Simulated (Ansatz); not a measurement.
KBr

**What was measured.** A cell as deposited of cubic KBr (space group Fm-3m), temperature not stated, from the Crystallography Open Database (1969, doi:10.1177/000271625731300103), has a = 6.585 Å and 35.69 Å³/atom.

The computed numbers are results of PBE, scalar-relativistic (no spin polarisation) in the plane-wave PAW code Ansatz at 420 eV, Γ-centred 10×10×10 mesh, 0.05 eV Gaussian smearing; PAW files: Ansatz's generated set soft_2.

```cif
data_structure
_symmetry_space_group_name_H-M 'Fm-3m'
_symmetry_Int_Tables_number 225
_cell_length_a 6.7053
_cell_length_b 6.7053
_cell_length_c 6.7053
_cell_angle_alpha 90.000
_cell_angle_beta 90.000
_cell_angle_gamma 90.000
_cell_volume 301.48
loop_
_atom_site_label
_atom_site_type_symbol
_atom_site_symmetry_multiplicity
_atom_site_Wyckoff_symbol
_atom_site_fract_x
_atom_site_fract_y
_atom_site_fract_z
_atom_site_occupancy
K1 K 4 a 0.00000 0.00000 0.00000 1
Br1 Br 4 b 0.50000 0.00000 0.00000 1
```

The chain of runs began from a cell as deposited in COD, expanded in volume. Of that entry: the entry's cell lengths or inner coordinates differ somewhat from later room-temperature determinations.

The cell above was scaled in volume, its shape and atoms being fixed by the lattice's symmetry. Energies are counted from the cell above.

| V (Å³/atom) | ΔE (meV/atom) | P (GPa) | gap on the mesh (eV) |
| --- | --- | --- | --- |
| 36.18 | 2.8 | 0.61 | 4.42 |
| 36.93 | 0.7 | 0.29 | 4.36 |
| 37.69 | 0.0 | 0.00 | 4.31 |
| 38.44 | 0.6 | -0.25 | 4.26 |
| 39.19 | 2.3 | -0.48 | 4.21 |

**Question.** What do the points give for the equilibrium volume, the bulk modulus and its pressure derivative (third-order Birch–Murnaghan)?

**Answer.** V0 = 37.69 Å³/atom, B0 = 13.5 GPa, B0′ = 4.8.

B0·V0 = 13.5 GPa × 37.69 Å³ = 3.17 eV/atom sets the scale: near the minimum ΔE ≈ ½ B0 V0 x², with x = V/V0 − 1, and a pressure of 0.13 GPa squeezes the volume by about 1 %. At the ends of the curve: x = −4.0 % predicts 2.5 meV/atom and the run gives 2.8; x = +4.0 % predicts 2.5 meV/atom and the run gives 2.3. Compression costs more and expansion less than the parabola says, since the crystal stiffens as it shrinks; B0′ measures that.

**Comparison.** The computed cell (6.705 Å, 37.69 Å³/atom) differs from the database's by +5.6 % in volume, about +1.8 % in length. PBE usually overestimates volumes, but by less than this. The static lattice also lacks zero-point motion and thermal expansion, roughly 2.5 to 6.1 % in volume at 300 K (room temperature assumed) by Grüneisen's rule, γ·3k_BT/(B0·V0) with γ of 1 to 2.5, so its own overestimate is larger than the figure. The database's entry may also be off.

Semilocal functionals underestimate band gaps, commonly by a third or more.
